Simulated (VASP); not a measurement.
# EuS (Fm-3m) in VASP: further runs

Aim: see how the results for EuS move with the level of theory and the settings. Levels: revPBE+D3, revPBE+D3(BJ), PBE. Tasks: relaxation of cell and atoms, single point.

Everything below comes from runs of VASP 6.6.1. Logs are shortened: lines on timing, memory, paths and dates and some standing lists are left out, and cuts for length are marked.

**Measured values to compare with.**

“Crystal-field mediated electronic transitions of EuS up to 35 GPa”, 2022, pmc:8786971 reports, for a powder of EuS at 300 K: band gap 1.72 eV (optical).

How close the calculation comes is told below.

## 1. Starting point

Symmetry: Fm-3m, No. 225, cubic system. Conventional cell: a = 5.957 Å, b = 5.957 Å, c = 5.957 Å, α = 90.00°, β = 90.00°, γ = 90.00°. Around Eu (site symmetry m-3m) lie 6 S at 2.98 Å. S (site symmetry m-3m) is surrounded by 6 Eu at 2.98 Å.

## 2. Relaxation of cell and atoms, revPBE+D3, collinear spin, ferromagnetic start

INCAR

```
ALGO     = Normal         # electronic algorithm
EDIFF    = 1E-6           # SCF threshold, eV
EDIFFG   = -0.01          # ionic threshold
ENCUT    = 600            # plane-wave cutoff, eV
GGA      = RE             # functional
IBRION   = 2              # ionic algorithm
ISIF     = 3              # what is computed and relaxed
ISMEAR   = -1             # smearing method
ISPIN    = 2              # spin polarisation
IVDW     = 11             # dispersion correction
LASPH    = T              # aspherical terms in the spheres
LCHARG   = F              # write CHGCAR
LMAXMIX  = 6              # l up to which the mixer works
LORBIT   = 11             # projections on sites
LREAL    = F              # projectors in reciprocal space
LWAVE    = F              # write WAVECAR
MAGMOM   = 7 0            # initial moments
NELM     = 120            # most SCF steps
NSW      = 60             # ionic steps
PREC     = Accurate       # precision mode
SIGMA    = 0.05           # smearing width, eV
```

KPOINTS

```
k-points
0
Gamma
  8 8 8
```

POSCAR

```
EuS
1.0
    0.0000000000      2.9785000000      2.9785000000
    2.9785000000      0.0000000000      2.9785000000
    2.9785000000      2.9785000000      0.0000000000
Eu S
1 1
Direct
    0.0000000000      0.0000000000      0.0000000000
    0.5000000000      0.5000000000      0.5000000000
```

Potentials or basis: VASP PAW PBE potentials, release 64 (Eu, S).

Started as:

```sh
$ cat potpaw_PBE.64/Eu/POTCAR potpaw_PBE.64/S/POTCAR > POTCAR
$ mpirun -np 1 vasp_std > vasp.out
```

OUTCAR:

```text
EDIFF = 1E-6
   EDIFFG = -0.01
   ENCUT = 600
   GGA = RE
   IBRION = 2
   ISIF = 3
   ISMEAR = -1
   ISPIN = 2
   IVDW = 11
   LASPH = T
   LORBIT = 11
   LREAL = F
   NELM = 120
   NSW = 60
   PREC = Accurate
 IVDW          = 11

 ion  position               nearest neighbor table
   1  0.000  0.000  0.000-   2 2.98   2 2.98   2 2.98   2 2.98   2 2.98   2 2.98
   2  0.500  0.500  0.500-   1 2.98   1 2.98   1 2.98   1 2.98   1 2.98   1 2.98

  LATTYP: Found a face centered cubic cell.
 ALAT       =     5.9570000000

  Lattice vectors:

 A1 = (   0.0000000000,   2.9785000000,   2.9785000000)
 A2 = (   2.9785000000,   0.0000000000,   2.9785000000)
 A3 = (   2.9785000000,   2.9785000000,   0.0000000000)

Analysis of symmetry for initial positions (statically):
=====================================================================
 Subroutine PRICEL returns:
 Original cell was already a primitive cell.

 Routine SETGRP: Setting up the symmetry group for a
 face centered cubic supercell.

 Subroutine GETGRP returns: Found 48 space group operations
 (whereof 48 operations were pure point group operations)
 out of a pool of 48 trial point group operations.

The static configuration has the point symmetry O_h .

Analysis of symmetry for dynamics (positions and initial velocities):
=====================================================================
 Subroutine PRICEL returns:
 Original cell was already a primitive cell.

 Routine SETGRP: Setting up the symmetry group for a
 face centered cubic supercell.

 Subroutine GETGRP returns: Found 48 space group operations
 (whereof 48 operations were pure point group operations)
 out of a pool of 48 trial point group operations.

The dynamic configuration has the point symmetry O_h .

Analysis of structural, dynamic, and magnetic symmetry:
=====================================================================
 Subroutine PRICEL returns:
 Original cell was already a primitive cell.

 Routine SETGRP: Setting up the symmetry group for a
 face centered cubic supercell.

 Subroutine GETGRP returns: Found 48 space group operations
 (whereof 48 operations were pure point group operations)
 out of a pool of 48 trial point group operations.

The overall configuration has the point symmetry O_h .

 Subroutine INISYM returns: Found 48 space group operations
 (whereof 48 operations are pure point group operations),
 and found     1 'primitive' translations
[... 95 lines left out ...]
   EDIFF  = 0.1E-05   stopping-criterion for ELM
   LREAL  =      F    real-space projection
   EDIFFG = -.1E-01   stopping-criterion for IOM
   NSW    =     60    number of steps for IOM
   IBRION =      2    ionic relax: 0-MD 1-quasi-New 2-CG
   NFREE  =      1    steps in history (QN), initial steepest desc. (CG)
   ISIF   =      3    stress and relaxation
   ISYM   =      2    0-nonsym 1-usesym 2-fastsym
   POTIM  = 0.5000    time-step for ionic-motion
   TEBEG  =    0.0;   TEEND  =   0.0 temperature during run
   PSTRESS=    0.0 pullay stress
   NELECT =      23.0000    total number of electrons
   NUPDOWN=      -1.0000    fix difference up-down
   EMIN   =  10.00;   EMAX   =-10.00  energy-range for DOS
   EFERMI =   0.00;   METHOD = LEGACY
   ISMEAR =    -1;   SIGMA  =   0.05  broadening in eV -4-tet -1-fermi 0-gaus
   EFERMI_NEDOS =   21; number of points for ismear=-14 and -15
   IALGO  =     38    algorithm
   IMIX   =      4    mixing-type and parameters
     AMIX     =   0.40;   BMIX     =  1.00
     AMIX_MAG =   1.60;   BMIX_MAG =  1.00
  volume/ion in A,a.u.               =      26.42       178.32
  Fermi-wavevector in a.u.,A,eV,Ry     =   1.240633  2.344456 20.941667  1.539169
  Thomas-Fermi vector in A             =   2.375065
   LORBIT       =     11    0 simple, 1 ext, 2 COOP (PROOUT), +10 PAW based schemes
   GGA     = RE    functional components
   LHFCALC =     F    Hartree Fock is set to
   AEXX    =    0.0000 exact exchange contribution
   IVDW    =    11    specifies the selected vdW correction
   LEPSILON=     F    determine dielectric tensor
   LRPA    =     F    only Hartree local field effects (RPA)
 conjugate gradient relaxation of ions
 spin polarized calculation
  energy-cutoff  :      600.00
  volume of cell :       52.85
 maximum number of plane-waves:      1807
 NGX is ok and might be reduce to    36
   NGX = 17   NGY = 17   NGZ = 17

--------------------------------------- Ionic step        1  -------------------------------------------

 number of electron      22.9999997 magnetization       6.9868582

 Free energy of the ion-electron system (eV)
  ---------------------------------------------------
  ext. energy  EPLUGINS =         0.00000000
  ---------------------------------------------------
  free energy    TOTEN  =       -19.41374831 eV

  energy without entropy =      -19.40401820  energy(sigma->0) =      -19.40888325

------------------------ aborting loop because EDIFF is reached ----------------------------------------

 Edisp (eV)   -0.72889

 E8    (eV) :    -0.3506
[... 151 lines left out ...]
--------------------------------------- Ionic step        5  -------------------------------------------

 number of electron      23.0000001 magnetization       6.9656041

 Free energy of the ion-electron system (eV)
  ---------------------------------------------------
  ext. energy  EPLUGINS =         0.00000000
  ---------------------------------------------------
  free energy    TOTEN  =       -19.39241909 eV

  energy without entropy =      -19.38161704  energy(sigma->0) =      -19.38701807

 E-fermi :   4.9037     XC(G=0):  -9.9084

 val. band max:        4.8731786460   @ k =   0.1250   0.1250   0.0000
 cond. band min:       4.9060267355   @ k =   0.2500   0.2500   0.0000
 fundamental gap:      0.0328480895
 Fermi energy:         4.9037067176

 spin component 1

 k-point     1 :       0.0000    0.0000    0.0000
  band No.  band energies     occupation
      1     -36.5690      1.00000
      2     -15.2471      1.00000
      3     -15.2471      1.00000
      4     -15.2471      1.00000
      5      -8.8301      1.00000
      6       2.0370      1.00000
[... 517 lines left out ...]
     18       9.2036      0.00000
     19       9.7419      0.00000

 [... further k-points ...]

 spin component 2

 k-point     1 :       0.0000    0.0000    0.0000
  band No.  band energies     occupation
      1     -33.4601      1.00000
      2     -12.9926      1.00000
      3     -12.9926      1.00000
      4     -12.9926      1.00000
      5      -8.8107      1.00000
      6       2.2201      1.00000
[... 552 lines left out ...]
  FREE ENERGIE OF THE ION-ELECTRON SYSTEM (eV)
  ---------------------------------------------------
  free  energy   TOTEN  =       -20.1898499690 eV

  energy  without entropy=      -20.1790479262  energy(sigma->0) =      -20.18444895

 reached required accuracy - stopping structural energy minimisation

 total charge

# of ion       s       p       d       f       tot
--------------------------------------------------
    1        2.032   5.777   0.357   6.623  14.789
    2        1.319   2.467   0.000   0.000   3.785
--------------------------------------------------
tot          3.351   8.244   0.357   6.623  18.574

 magnetization (x)

# of ion       s       p       d       f       tot
--------------------------------------------------
    1       -0.015  -0.114   0.107   6.584   6.562
    2       -0.008  -0.074   0.000   0.000  -0.083
--------------------------------------------------
tot         -0.023  -0.188   0.107   6.584   6.479
```

OSZICAR:

```text
N       E                     dE             d eps       ncg     rms          rms(c)
DAV:   1     0.158038512910E+03    0.15804E+03   -0.98731E+03  2725   0.575E+03
[... 78 lines left out ...]
DAV:   4    -0.193924144982E+02    0.52047E-03   -0.39532E-03  3748   0.114E+00    0.831E-02
DAV:   5    -0.193924149988E+02   -0.50066E-06   -0.25606E-04  4001   0.162E-01    0.182E-01
DAV:   6    -0.193924193146E+02   -0.43158E-05   -0.10464E-05  3716   0.380E-02    0.199E-01
DAV:   7    -0.193924264894E+02   -0.71748E-05   -0.17305E-05  4080   0.505E-02    0.161E-01
DAV:   8    -0.193924228036E+02    0.36858E-05   -0.49210E-05  3853   0.451E-02    0.512E-02
DAV:   9    -0.193924198602E+02    0.29434E-05   -0.65779E-06  3157   0.447E-02    0.322E-02
DAV:  10    -0.193924190869E+02    0.77329E-06   -0.30872E-06  2854   0.175E-02
   5 F= -.20189850E+02 E0= -.20184449E+02  d E =0.857842E-05  mag=     6.9655
```

Wall time 6.9 min (1 thread of Intel Xeon Platinum 8488C (Sapphire Rapids), shared host); peak memory 0.3 GiB.

Results:

- Free energy: -20.1898 eV
- Relaxed volume: 24.36 Å³/atom
- Relaxed cell: a = 4.099 Å, b = 4.099 Å, c = 4.099 Å, α = 60.00°, β = 60.00°, γ = 60.00°
- Space group after relaxing (to 0.05 Å): Fm-3m (No. 225)
- Energy gained by relaxing: 23.6 meV/atom
- Ionic steps: 5
- Pressure after relaxing: 0.0 GPa
- Band gap on the k mesh: none (metal or under the smearing width)
- Net moment: 6.97 μB per cell
- Site moments: Eu +6.56; S -0.08 μB
- Valence electrons inside the program's atomic spheres: Eu 14.79; S 3.79
- Dispersion energy per atom: -0.399 eV

Step by step:
| step | energy change (eV) | largest force (eV/Å) | pressure (GPa) | volume (Å³) |
| --- | --- | --- | --- | --- |
| 1 | 0.0000 | 0.0000 | -3.32 | 52.85 |
| 2 | -0.0472 | 0.0000 | -0.11 | 48.77 |
| 3 | -0.0472 | 0.0000 | 0.16 | 48.67 |
| 4 | -0.0471 | 0.0000 | -0.24 | 48.84 |
| 5 | -0.0472 | 0.0000 | 0.00 | 48.72 |

Final structure:
```
Eu S
1.0
     0.00000    2.89878    2.89878
     2.89878    0.00000    2.89878
     2.89878    2.89878    0.00000
Eu S
1 1
Direct
  0.00000 0.00000 0.00000
  0.50000 0.50000 0.50000
```

Levels at points of the mesh, in eV from the Fermi level:
Spin up:
| k point | band 12 | band 13 | band 14 | band 15 | band 16 | band 17 | band 18 | band 19 |
| --- | --- | --- | --- | --- | --- | --- | --- | --- |
| (0.00, 0.00, 0.00) | -0.29 | 0.10 | 0.10 | 0.10 | 1.00 | 1.00 | 1.00 | 1.27 |
| (0.50, 0.00, 0.00) | -0.34 | -0.34 | -0.30 | -0.29 | 3.15 | 3.47 | 3.88 | 3.88 |
| (0.50, 0.50, 0.00) | -0.36 | -0.36 | -0.31 | -0.08 | -0.08 | 3.18 | 3.70 | 4.98 |
Spin down:
| k point | band 6 | band 7 | band 8 | band 9 | band 10 | band 11 |
| --- | --- | --- | --- | --- | --- | --- |
| (0.00, 0.00, 0.00) | -2.68 | -2.68 | -2.68 | 1.82 | 1.82 | 1.82 |
| (0.50, 0.00, 0.00) | -5.38 | -3.96 | -3.96 | 2.98 | 4.07 | 4.07 |
| (0.50, 0.50, 0.00) | -3.77 | -3.01 | -3.01 | -0.29 | 4.04 | 4.26 |

Caveat: the PAW data sets were made with another functional, which shifts forces and pressure a little; spin-orbit coupling is left out, which moves the levels of the heavy elements; a cell with one magnetic atom can't hold antiferromagnetic order, which such compounds often take; without U or exact exchange the open f shell lies at the Fermi level, which spoils levels, moments and volumes; pairwise dispersion overbinds metals, which lowers pressure and volume. With open d or f shells a metallic result of revPBE can be an artefact of self-interaction; +U or a hybrid may open a gap.

[end of part 1 of 3]
